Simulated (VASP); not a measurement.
# TiAl3 (Pm-3m) in VASP: notebook

Aim: see how the results for TiAl3 move with the level of theory and the settings. Levels: PBEsol, PBE. Tasks: single point, equation of state.

Everything below comes from runs of VASP 6.6.1. Logs are shortened: lines on timing, memory, paths and dates and some standing lists are left out, and cuts for length are marked.

## Step 1: The structure

The structure is cubic, space group Pm-3m (No. 221). Conventional cell: a = 3.956 Å, b = 3.956 Å, c = 3.956 Å, α = 90.00°, β = 90.00°, γ = 90.00°. Ti (site symmetry m-3m) has 12 Al at 2.80 Å as nearest neighbours. Al (site symmetry 4/mmm) has 4 Ti at 2.80 Å and 8 Al at 2.80 Å as nearest neighbours.

The cell comes from a database or a generator and needn't be the stable form of this composition.

## Step 2: Single point, PBEsol

INCAR reads:

```
ALGO     = Normal         # electronic algorithm
EDIFF    = 1E-7           # SCF threshold, eV
ENCUT    = 520            # plane-wave cutoff, eV
GGA      = PS             # functional
ISIF     = 2              # what is computed and relaxed
ISMEAR   = -1             # smearing method
LASPH    = T              # aspherical terms in the spheres
LCHARG   = T              # write CHGCAR
LELF     = T              # ELF
LREAL    = F              # projectors in reciprocal space
LVHAR    = T            
LWAVE    = F              # write WAVECAR
NBANDS   = 18             # bands
NELM     = 80             # most SCF steps
PREC     = Accurate       # precision mode
SIGMA    = 0.05           # smearing width, eV
```

KPOINTS reads:

```
k-points
0
Gamma
  7 7 7
```

POSCAR reads:

```
TiAl3
1.0
    3.9556712500      0.0000000000      0.0000000000
    0.0000000000      3.9556712500      0.0000000000
    0.0000000000      0.0000000000      3.9556712500
Ti Al
1 3
Direct
    0.0000000000      0.0000000000      0.0000000000
    0.0000000000      0.5000000000      0.5000000000
    0.5000000000      0.0000000000      0.5000000000
    0.5000000000      0.5000000000      0.0000000000
```

Potentials or basis: VASP PAW PBE potentials, release 64 (Ti_sv, Al).

Command:

```bash
> cat potpaw_PBE.64/Ti_sv/POTCAR potpaw_PBE.64/Al/POTCAR > POTCAR
> mpirun -np 1 vasp_std > vasp.out
```

OUTCAR:

```text
EDIFF = 1E-7
   ENCUT = 520
   GGA = PS
   ISIF = 2
   ISMEAR = -1
   LASPH = T
   LREAL = F
   NELM = 80
   PREC = Accurate

 ion  position               nearest neighbor table
   1  0.000  0.000  0.000-   2 2.80   3 2.80   4 2.80   2 2.80   3 2.80   2 2.80   4 2.80   2 2.80
                             3 2.80   4 2.80   3 2.80   4 2.80
   2  0.000  0.500  0.500-   1 2.80   3 2.80   4 2.80   1 2.80   4 2.80   1 2.80   3 2.80   1 2.80
                             3 2.80   4 2.80   4 2.80   3 2.80
   3  0.500  0.000  0.500-   1 2.80   2 2.80   4 2.80   1 2.80   4 2.80   2 2.80   4 2.80   4 2.80
                             1 2.80   2 2.80   1 2.80   2 2.80
   4  0.500  0.500  0.000-   1 2.80   2 2.80   3 2.80   2 2.80   3 2.80   1 2.80   3 2.80   3 2.80
                             1 2.80   2 2.80   2 2.80   1 2.80

  LATTYP: Found a simple cubic cell.
 ALAT       =     3.9556712500

  Lattice vectors:

 A1 = (   3.9556712500,   0.0000000000,   0.0000000000)
 A2 = (   0.0000000000,   3.9556712500,   0.0000000000)
 A3 = (   0.0000000000,   0.0000000000,   3.9556712500)

Analysis of symmetry for initial positions (statically):
=====================================================================
 Subroutine PRICEL returns:
 Original cell was already a primitive cell.

 Routine SETGRP: Setting up the symmetry group for a
 simple cubic supercell.

 Subroutine GETGRP returns: Found 48 space group operations
 (whereof 48 operations were pure point group operations)
 out of a pool of 48 trial point group operations.

The static configuration has the point symmetry O_h .

Analysis of symmetry for dynamics (positions and initial velocities):
=====================================================================
 Subroutine PRICEL returns:
 Original cell was already a primitive cell.

 Routine SETGRP: Setting up the symmetry group for a
 simple cubic supercell.

 Subroutine GETGRP returns: Found 48 space group operations
 (whereof 48 operations were pure point group operations)
 out of a pool of 48 trial point group operations.

The dynamic configuration has the point symmetry O_h .

 Subroutine INISYM returns: Found 48 space group operations
 (whereof 48 operations are pure point group operations),
 and found     1 'primitive' translations

----------------------------------------------------------------------------------------

                                     Primitive cell

  volume of cell :      61.8957

  direct lattice vectors                    reciprocal lattice vectors
     3.955671250  0.000000000  0.000000000     0.252801595  0.000000000  0.000000000
     0.000000000  3.955671250  0.000000000     0.000000000  0.252801595  0.000000000
     0.000000000  0.000000000  3.955671250     0.000000000  0.000000000  0.252801595

  length of vectors
     3.955671250  3.955671250  3.955671250     0.252801595  0.252801595  0.252801595

  position of ions in fractional coordinates (direct lattice)
     0.000000000  0.000000000  0.000000000
     0.000000000  0.500000000  0.500000000
     0.500000000  0.000000000  0.500000000
     0.500000000  0.500000000  0.000000000

  ion indices of the primitive-cell ions
   primitive index   ion index
                 1           1
                 2           2
                 3           3
                 4           4

----------------------------------------------------------------------------------------

 KPOINTS: k-points

Automatic generation of k-mesh.
 Grid dimensions read from file:
 generate k-points for:    7    7    7

 Generating k-lattice:

  Cartesian coordinates                     Fractional coordinates (reciprocal lattice)
     0.036114514  0.000000000  0.000000000     0.142857143  0.000000000  0.000000000
     0.000000000  0.036114514  0.000000000     0.000000000  0.142857143  0.000000000
     0.000000000  0.000000000  0.036114514     0.000000000  0.000000000  0.142857143

  Length of vectors
     0.036114514  0.036114514  0.036114514

  Shift w.r.t. Gamma in fractional coordinates (k-lattice)
     0.000000000  0.000000000  0.000000000

 Subroutine IBZKPT returns following result:
 ===========================================

 Found     20 irreducible k-points:

 Following reciprocal coordinates:
            Coordinates               Weight
  0.000000  0.000000  0.000000      1.000000
  0.142857  0.000000  0.000000      6.000000
  0.285714  0.000000  0.000000      6.000000
  0.428571  0.000000  0.000000      6.000000
  0.142857  0.142857  0.000000     12.000000
  0.285714  0.142857  0.000000     24.000000
[... 12 lines left out ...]
  0.428571  0.428571  0.285714     24.000000
  0.428571  0.428571  0.428571      8.000000
   k-points           NKPTS =     20   k-points in BZ     NKDIM =     20   number of bands    NBANDS=     18
   number of dos      NEDOS =    301   number of ions     NIONS =      4
   total plane-waves  NPLWV =  27000
   dimension x,y,z NGX =    30 NGY =   30 NGZ =   30
   dimension x,y,z NGXF=    60 NGYF=   60 NGZF=   60
   ions per type =               1   3
   NGX,Y,Z   is equivalent  to a cutoff of  12.61, 12.61, 12.61 a.u.
   NGXF,Y,Z  is equivalent  to a cutoff of  25.22, 25.22, 25.22 a.u.
 SYSTEM =  unknown system
   PREC   = accura    normal or accurate (medium, high low for compatibility)
   ISTART =      0    job   : 0-new  1-cont  2-samecut
   ICHARG =      2    charge: 1-file 2-atom 10-const
   ISPIN  =      1    spin polarized calculation?
   LNONCOLLINEAR =      F non collinear calculations
   LSORBIT =      F    spin-orbit coupling
   LASPH  =      T    aspherical Exc in radial PAW
   ENCUT  =  520.0 eV  38.22 Ry    6.18 a.u.   7.35  7.35  7.35*2*pi/ulx,y,z
   NELM   =     80;   NELMIN=  2; NELMDL= -5     # of ELM steps
   EDIFF  = 0.1E-06   stopping-criterion for ELM
   LREAL  =      F    real-space projection
   EDIFFG = 0.1E-05   stopping-criterion for IOM
   NSW    =      0    number of steps for IOM
   IBRION =     -1    ionic relax: 0-MD 1-quasi-New 2-CG
   NFREE  =      0    steps in history (QN), initial steepest desc. (CG)
   ISIF   =      2    stress and relaxation
   ISYM   =      2    0-nonsym 1-usesym 2-fastsym
   POTIM  = 0.5000    time-step for ionic-motion
   TEBEG  =    0.0;   TEEND  =   0.0 temperature during run
   PSTRESS=    0.0 pullay stress
   NELECT =      21.0000    total number of electrons
   NUPDOWN=      -1.0000    fix difference up-down
   EMIN   =  10.00;   EMAX   =-10.00  energy-range for DOS
   EFERMI =   0.00;   METHOD = LEGACY
   ISMEAR =    -1;   SIGMA  =   0.05  broadening in eV -4-tet -1-fermi 0-gaus
   EFERMI_NEDOS =   21; number of points for ismear=-14 and -15
   IALGO  =     38    algorithm
   IMIX   =      4    mixing-type and parameters
     AMIX     =   0.40;   BMIX     =  1.00
     AMIX_MAG =   1.60;   BMIX_MAG =  1.00
  volume/ion in A,a.u.               =      15.47       104.42
  Fermi-wavevector in a.u.,A,eV,Ry     =   1.141811  2.157711 17.738371  1.303733
  Thomas-Fermi vector in A             =   2.278511
   LORBIT       =      0    0 simple, 1 ext, 2 COOP (PROOUT), +10 PAW based schemes
   GGA     = PS    functional components
   LHFCALC =     F    Hartree Fock is set to
   AEXX    =    0.0000 exact exchange contribution
   IVDW    =     0    specifies the selected vdW correction
   LEPSILON=     F    determine dielectric tensor
   LRPA    =     F    only Hartree local field effects (RPA)
 non-spin polarized calculation
  energy-cutoff  :      520.00
  volume of cell :       61.90
 maximum number of plane-waves:      1743
 NGX is ok and might be reduce to    30
   NGX = 15   NGY = 15   NGZ = 15

 number of electron      20.9999997 magnetization

 Free energy of the ion-electron system (eV)
  ---------------------------------------------------
  ext. energy  EPLUGINS =         0.00000000
  ---------------------------------------------------
  free energy    TOTEN  =       -22.13237436 eV

  energy without entropy =      -22.10844150  energy(sigma->0) =      -22.12040793

 E-fermi :   9.1174     XC(G=0): -10.9145

 val. band max:        8.9969447205   @ k =   0.1429   0.1429   0.0000
 cond. band min:       9.1585463624   @ k =   0.4286   0.2857   0.1429
 fundamental gap:      0.1616016419
 Fermi energy:         9.1173732642

 k-point     1 :       0.0000    0.0000    0.0000
  band No.  band energies     occupation
      1     -47.6645      2.00000
      2     -24.0718      2.00000
      3     -24.0718      2.00000
      4     -24.0718      2.00000
      5      -1.7759      2.00000
      6       5.9377      2.00000
[... 10 lines left out ...]
     17      14.7547      0.00000
     18      14.7547      0.00000

 k-point     2 :       0.1429    0.0000    0.0000
  band No.  band energies     occupation
      1     -47.6644      2.00000
      2     -24.0757      2.00000
      3     -24.0715      2.00000
      4     -24.0715      2.00000
      5      -1.5777      2.00000
      6       4.7036      2.00000
[... 10 lines left out ...]
     17      14.4075      0.00000
     18      14.4075      0.00000

 k-point     3 :       0.2857    0.0000    0.0000
  band No.  band energies     occupation
      1     -47.6640      2.00000
      2     -24.0844      2.00000
      3     -24.0709      2.00000
      4     -24.0709      2.00000
      5      -0.9951      2.00000
      6       2.9706      2.00000
[... 10 lines left out ...]
     17      13.2464      0.00000
     18      14.7815      0.00000

 k-point     4 :       0.4286    0.0000    0.0000
  band No.  band energies     occupation
      1     -47.6637      2.00000
      2     -24.0914      2.00000
      3     -24.0704      2.00000
      4     -24.0704      2.00000
      5      -0.0967      2.00000
      6       1.4483      2.00000
[... 291 lines left out ...]
      4     -24.0808      2.00000
      5       1.2624      2.00000
      6       2.8370      2.00000
[... 10 lines left out ...]
     17      13.4169      0.00000
     18      15.5863      0.00000

 k-point    19 :       0.4286    0.4286    0.2857
  band No.  band energies     occupation
      1     -47.6625      2.00000
      2     -24.0875      2.00000
      3     -24.0874      2.00000
      4     -24.0803      2.00000
      5       2.0116      2.00000
      6       3.4538      2.00000
[... 10 lines left out ...]
     17      12.3922      0.00000
     18      16.5981      0.00000

 k-point    20 :       0.4286    0.4286    0.4286
  band No.  band energies     occupation
      1     -47.6623      2.00000
      2     -24.0867      2.00000
      3     -24.0866      2.00000
      4     -24.0866      2.00000
      5       2.7862      2.00000
      6       3.8839      2.00000
[... 10 lines left out ...]
     17      11.9689      0.00000
     18      18.9628      0.00000

------------------------ aborting loop because EDIFF is reached ----------------------------------------

  FORCE on cell =-STRESS in cart. coord.  units (eV):
  Direction    XX          YY          ZZ          XY          YZ          ZX
  --------------------------------------------------------------------------------------
  -------------------------------------------------------------------------------------
  Total       -0.1868316     -0.1868316     -0.1868316      0.0000000      0.0000000     -0.0000000
  in kB       -4.8361556     -4.8361556     -4.8361556      0.0000000      0.0000000     -0.0000000
  external PRESSURE =      -4.8361556 kB  Pullay stress =       0.0000000 kB

 VOLUME and BASIS-vectors are now :
 -----------------------------------------------------------------------------
  energy-cutoff  :      520.00
  volume of cell :       61.90
      direct lattice vectors                 reciprocal lattice vectors
     3.955671250  0.000000000  0.000000000     0.252801595  0.000000000  0.000000000
     0.000000000  3.955671250  0.000000000     0.000000000  0.252801595  0.000000000
     0.000000000  0.000000000  3.955671250     0.000000000  0.000000000  0.252801595

 POSITION                                       TOTAL-FORCE (eV/Angst)
 -----------------------------------------------------------------------------------
      0.00000      0.00000      0.00000         0.000000      0.000000      0.000000
      0.00000      1.97784      1.97784         0.000000      0.000000      0.000000
      1.97784      0.00000      1.97784         0.000000      0.000000      0.000000
      1.97784      1.97784      0.00000         0.000000      0.000000      0.000000
 -----------------------------------------------------------------------------------
    total drift:                                0.000000     -0.000000      0.000000

  FREE ENERGIE OF THE ION-ELECTRON SYSTEM (eV)
  ---------------------------------------------------
  free  energy   TOTEN  =       -22.1323743619 eV

  energy  without entropy=      -22.1084415036  energy(sigma->0) =      -22.12040793
```

Wall time 26 s (1 thread of Intel Xeon Platinum 8259CL at 2.50GHz (Skylake/Cascade Lake), shared host); peak memory 0.17 GiB.

What came out:

```yaml
Free_energy: -22.1324 eV
Pressure: -0.5 GPa
Band_gap_on_the_k_mesh: none (metal or under the smearing width)
```

Levels at points of the mesh, in eV from the Fermi level:
| k point | band 8 | band 9 | band 10 | band 11 | band 12 | band 13 |
| --- | --- | --- | --- | --- | --- | --- |
| (0.00, 0.00, 0.00) | -2.24 | -2.24 | -2.24 | 0.08 | 0.08 | 0.08 |

Caveat: the PAW data sets were made with another functional, which shifts forces and pressure a little.

## Step 3: Equation of state, PBEsol, 14.55 Å³/atom (volume scaled by 0.94)

Changes to INCAR since step 2:

```diff
@@ -7,6 +7,4 @@
 LASPH    = T              # aspherical terms in the spheres
-LCHARG   = T              # write CHGCAR
-LELF     = T              # ELF
+LCHARG   = F              # write CHGCAR
 LREAL    = F              # projectors in reciprocal space
-LVHAR    = T            
 LWAVE    = F              # write WAVECAR
```

KPOINTS is that of step 2.

POSCAR reads:

```
TiAl3
1.0
    3.8749206071      0.0000000000      0.0000000000
    0.0000000000      3.8749206071      0.0000000000
    0.0000000000      0.0000000000      3.8749206071
Ti Al
1 3
Direct
    0.0000000000      0.0000000000      0.0000000000
    0.0000000000      0.5000000000      0.5000000000
    0.5000000000      0.0000000000      0.5000000000
    0.5000000000      0.5000000000      0.0000000000
```

Potentials or basis: VASP PAW PBE potentials, release 64 (Ti_sv, Al).

Command:

```bash
> cat potpaw_PBE.64/Ti_sv/POTCAR potpaw_PBE.64/Al/POTCAR > POTCAR
> mpirun -np 1 vasp_std > vasp.out
```

It took 23 s on 1 thread of Intel Xeon Platinum 8259CL at 2.50GHz (Skylake/Cascade Lake), shared host; peak memory 0.17 GiB.

Results (log left out):

| Quantity | Value |
| --- | --- |
| Free energy | -22.0586 eV |
| Pressure | 7.2 GPa |
| Band gap on the k mesh | none (metal or under the smearing width) |

Caveat: the PAW data sets were made with another functional, which shifts forces and pressure a little.

## Step 4: Equation of state, PBEsol, 14.85 Å³/atom (volume scaled by 0.96)

INCAR is that of step 3.

KPOINTS is that of step 3.

POSCAR reads:

```
TiAl3
1.0
    3.9022096795      0.0000000000      0.0000000000
    0.0000000000      3.9022096795      0.0000000000
    0.0000000000      0.0000000000      3.9022096795
Ti Al
1 3
Direct
    0.0000000000      0.0000000000      0.0000000000
    0.0000000000      0.5000000000      0.5000000000
    0.5000000000      0.0000000000      0.5000000000
    0.5000000000      0.5000000000      0.0000000000
```

Command:

```bash
> cat potpaw_PBE.64/Ti_sv/POTCAR potpaw_PBE.64/Al/POTCAR > POTCAR
> mpirun -np 1 vasp_std > vasp.out
```

Wall time 22 s (1 thread of Intel Xeon Platinum 8259CL at 2.50GHz (Skylake/Cascade Lake), shared host); peak memory 0.17 GiB.

Results (log left out):

```yaml
Free_energy: -22.1033 eV
Pressure: 4.4 GPa
Band_gap_on_the_k_mesh: none (metal or under the smearing width)
```

Caveat: the PAW data sets were made with another functional, which shifts forces and pressure a little.

## Step 5: Equation of state, PBEsol, 15.16 Å³/atom (volume scaled by 0.98)

INCAR is that of step 4.

KPOINTS is that of step 4.

POSCAR reads:

```
TiAl3
1.0
    3.9291223209      0.0000000000      0.0000000000
    0.0000000000      3.9291223209      0.0000000000
    0.0000000000      0.0000000000      3.9291223209
Ti Al
1 3
Direct
    0.0000000000      0.0000000000      0.0000000000
    0.0000000000      0.5000000000      0.5000000000
    0.5000000000      0.0000000000      0.5000000000
    0.5000000000      0.5000000000      0.0000000000
```

Command:

```bash
> cat potpaw_PBE.64/Ti_sv/POTCAR potpaw_PBE.64/Al/POTCAR > POTCAR
> mpirun -np 1 vasp_std > vasp.out
```

Run time: 23 s. Hardware: 1 thread of Intel Xeon Platinum 8259CL at 2.50GHz (Skylake/Cascade Lake), shared host; peak memory 0.17 GiB.

It converged, with:

| Item | Value |
| --- | --- |
| Free energy | -22.1272 eV |
| Pressure | 1.8 GPa |
| Band gap on the k mesh | none (metal or under the smearing width) |

Caveat: the PAW data sets were made with another functional, which shifts forces and pressure a little.

## Step 6: Equation of state, PBEsol, 15.78 Å³/atom (volume scaled by 1.02)

INCAR is that of step 5.

KPOINTS is that of step 5.

POSCAR reads:

```
TiAl3
1.0
    3.9818685118      0.0000000000      0.0000000000
    0.0000000000      3.9818685118      0.0000000000
    0.0000000000      0.0000000000      3.9818685118
Ti Al
1 3
Direct
    0.0000000000      0.0000000000      0.0000000000
    0.0000000000      0.5000000000      0.5000000000
    0.5000000000      0.0000000000      0.5000000000
    0.5000000000      0.5000000000      0.0000000000
```

Potentials or basis: VASP PAW PBE potentials, release 64 (Ti_sv, Al).

Command:

```bash
> cat potpaw_PBE.64/Ti_sv/POTCAR potpaw_PBE.64/Al/POTCAR > POTCAR
> mpirun -np 1 vasp_std > vasp.out
```

Wall time 24 s (1 thread of Intel Xeon Platinum 8259CL at 2.50GHz (Skylake/Cascade Lake), shared host); peak memory 0.17 GiB.

The run converged. Its results:

| Item | Value |
| --- | --- |
| Free energy | -22.1206 eV |
| Pressure | -2.6 GPa |
| Band gap on the k mesh | none (metal or under the smearing width) |

Caveat: the PAW data sets were made with another functional, which shifts forces and pressure a little.

## Step 7: Equation of state, PBEsol, 16.09 Å³/atom (volume scaled by 1.04)

INCAR is that of step 6.

KPOINTS is that of step 6.

POSCAR reads:

```
TiAl3
1.0
    4.0077255254      0.0000000000      0.0000000000
    0.0000000000      4.0077255254      0.0000000000
    0.0000000000      0.0000000000      4.0077255254
Ti Al
1 3
Direct
    0.0000000000      0.0000000000      0.0000000000
    0.0000000000      0.5000000000      0.5000000000
    0.5000000000      0.0000000000      0.5000000000
    0.5000000000      0.5000000000      0.0000000000
```

Command:

```bash
> cat potpaw_PBE.64/Ti_sv/POTCAR potpaw_PBE.64/Al/POTCAR > POTCAR
> mpirun -np 1 vasp_std > vasp.out
```

Wall time 22 s (1 thread of Intel Xeon Platinum 8259CL at 2.50GHz (Skylake/Cascade Lake), shared host); peak memory 0.17 GiB.

Results (log left out):

```yaml
Free_energy: -22.0935 eV
Pressure: -4.5 GPa
Band_gap_on_the_k_mesh: none (metal or under the smearing width)
```

Caveat: the PAW data sets were made with another functional, which shifts forces and pressure a little.

[end of part 1 of 2]
